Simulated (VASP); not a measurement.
# C: transport in the constant relaxation-time approximation, 7 variants

C, Fd-3m (no. 227), 2 atoms in the cell.

| Functional | Variation | Electron mobility at 300 K (cm^2/(V s)) | Hole mobility at 300 K (cm^2/(V s)) | Electron density for that mobility (10^18 cm^-3) | Hole density for that mobility (10^18 cm^-3) | Seebeck coefficient under electron doping at 300 K (uV/K) | Time (s) |
|---|---|---|---|---|---|---|---|
| PBE | as recommended | 58 | 43 | 5.00 | 5.00 | -403 | 40 |
| PBEsol | as recommended | 59 | 44 | 5.00 | 5.00 | -401 | 40 |
| LDA | as recommended | 57 | 42 | 5.00 | 5.00 | -404 | 39 |
| r2SCAN | as recommended | 62 | 48 | 5.00 | 5.00 | -396 | 135 |
| PBE | range of temperatures, another relaxation time | 116 | 87 | 5.00 | 5.00 | -403 | 45 |
| PBE | linear energy grid | 58 | 43 | 4.99 | 5.01 | -403 | 38 |
| PBE | carriers typed another way | 53 | 40 | 88.15 | 88.16 | -173 | 43 |

Limits: Conductivity, mobility and heat conductivity scale with the typed relaxation time, here the same at all temperatures, so the change of scattering with temperature is missing; the values aren't converged in the dense mesh: a finer one can change them by tens of percent.

## Input of the first row

INCAR:
```
PREC     = Accurate       # precision mode
ENCUT    = 520            # plane-wave cutoff, eV
EDIFF    = 1E-8           # SCF threshold, eV
LREAL    = F              # projectors in reciprocal space
LASPH    = T              # aspherical terms in the spheres
LWAVE    = F              # write WAVECAR
LCHARG   = F              # write CHGCAR
ALGO     = Normal         # electronic algorithm
NELM     = 100            # most SCF steps
ISMEAR   = 0              # smearing method
SIGMA    = 0.01           # smearing width, eV
EFERMI   = MIDGAP       
GGA      = PE             # functional
ELPH_MODE= TRANSPORT    
ELPH_SCATTERING_APPROX= CRTA         
TRANSPORT_RELAXATION_TIME= 1E-14        
ELPH_ISMEAR= -24          
ELPH_SELFEN_TEMPS= 150 300 450 600
ELPH_SELFEN_CARRIER_DEN= -5e19 -5e18 5e18 5e19
TRANSPORT_NEDOS= 2001         
ELPH_FERMI_NEDOS= 2001         
KPAR     = 4             
```

KPOINTS:
```
k-points
0
Gamma
  9 9 9
```

KPOINTS_ELPH:
```
Automatic mesh
0
Gamma
  51 51 51
  0 0 0
```

POSCAR:
```
C
1.0
    0.0000000000      1.7833700000      1.7833700000
    1.7833700000      0.0000000000      1.7833700000
    1.7833700000      1.7833700000      0.0000000000
C
2
Direct
    0.7500000000      0.7500000000      0.7500000000
    0.5000000000      0.5000000000      0.5000000000
```

Commands:
```
cat potpaw_PBE.64/C/POTCAR > POTCAR
mpirun -np 4 vasp_std > vasp.out
```

Changes of the last row against the first:
```
- ELPH_SELFEN_CARRIER_DEN = -5e19 -5e18 5e18 5e19
+ ELPH_SELFEN_CARRIER_PER_CELL = -0.05 -0.01 -0.001 0.001 0.01 0.05
```

VASP 6.6.1 took 40 s on 4 cores (AMD EPYC 7R13 (Zen 3)), a shared host.
